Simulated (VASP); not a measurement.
Write the native input for VASP 6.6.1 that does the following.

```yaml
Task: band structure
Functional: TB-mBJ
Potentials_or_basis: VASP PAW PBE potentials, release 64 (Ga_d, P)
Cutoff: 520 eV
k_mesh: 8 × 8 × 8
Occupations: gaussian, width 0.03 eV
Spin: no spin polarisation
Further_INCAR_settings: ALGO = Normal; EDIFF = 1e-06; NBANDS = 16
```

GaP:

```
Ga P
1.0
     0.00000    2.71842    2.71842
     2.71842    0.00000    2.71842
     2.71842    2.71842    0.00000
Ga P
1 1
Direct
  0.00000 0.00000 0.00000
  0.25000 0.25000 0.25000
```

These files were run (other wordings do the same):

POSCAR

```
GaP                                     
1.0
    0.0000000000      2.7184163015      2.7184163015
    2.7184163015      0.0000000000      2.7184163015
    2.7184163015      2.7184163015      0.0000000000
  Ga              P             
     1     1
Direct
     0.0000000000000000    0.0000000000000000    0.0000000000000000
     0.2500000000000000    0.2500000000000000    0.2500000000000000
```

INCAR.step1

```
SYSTEM = GaP
PREC     = Accurate       ! precision mode
ENCUT    = 520            ! plane-wave cutoff, eV
EDIFF    = 1E-5           ! SCF threshold, eV
ISMEAR   = 0              ! smearing method
SIGMA    = 0.03           ! smearing width, eV
LREAL    = .False.        ! projectors in reciprocal space
LASPH    = .True.         ! aspherical terms in the spheres
NELM     = 80             ! most SCF steps
ALGO     = Normal         ! electronic algorithm
ISIF     = 2              ! what is computed and relaxed
LWAVE    = .True.         ! write WAVECAR
LCHARG   = .False.        ! write CHGCAR
NBANDS   = 16             ! bands
GGA      = PE             ! functional
```

INCAR.step2

```
SYSTEM = GaP
PREC     = Accurate       ! precision mode
ENCUT    = 520            ! plane-wave cutoff, eV
EDIFF    = 1E-6           ! SCF threshold, eV
ISMEAR   = 0              ! smearing method
SIGMA    = 0.03           ! smearing width, eV
LREAL    = .False.        ! projectors in reciprocal space
LASPH    = .True.         ! aspherical terms in the spheres
NELM     = 80             ! most SCF steps
ALGO     = Normal         ! electronic algorithm
ISIF     = 2              ! what is computed and relaxed
LWAVE    = .False.        ! write WAVECAR
LCHARG   = .False.        ! write CHGCAR
METAGGA  = MBJ            ! meta-GGA
NBANDS   = 16             ! bands
ISTART   = 1
```

KPOINTS

```
Automatic mesh
0
Gamma
  8 8 8
  0 0 0
```

KPOINTS_OPT

```
explicit points
202
Reciprocal
 0.0000000000  0.0000000000  0.0000000000 1
 0.0555555556  0.0000000000  0.0555555556 1
 0.1111111111  0.0000000000  0.1111111111 1
 0.1666666667  0.0000000000  0.1666666667 1
 0.2222222222  0.0000000000  0.2222222222 1
 0.2777777778  0.0000000000  0.2777777778 1
[... 194 lines left out ...]
 0.5107344400  0.0214688900  0.5107344400 1
 0.4892655600 -0.0214688900  0.4892655600 1
```

Potentials or basis: VASP PAW PBE potentials, release 64 (Ga_d, P).

Run with:

```sh
$ cat potpaw_PBE.64/Ga_d/POTCAR potpaw_PBE.64/P/POTCAR > POTCAR
$ cp INCAR.step1 INCAR
$ mpirun -np 1 vasp_std > vasp.out
$ cp INCAR.step2 INCAR
$ mpirun -np 1 vasp_std > vasp.out
```

Results of the run:

```json
{
  "Band gap on the k mesh": "2.41 eV, indirect (least direct gap 3.01 eV)",
  "Band gap along the path": "2.37 eV, indirect (least direct gap 3.01 eV)"
}
```

It took 71 s on 1 thread of Intel(R) Xeon(R) 6975P-C (Granite Rapids) (shared host), peak memory 0.19 GiB.
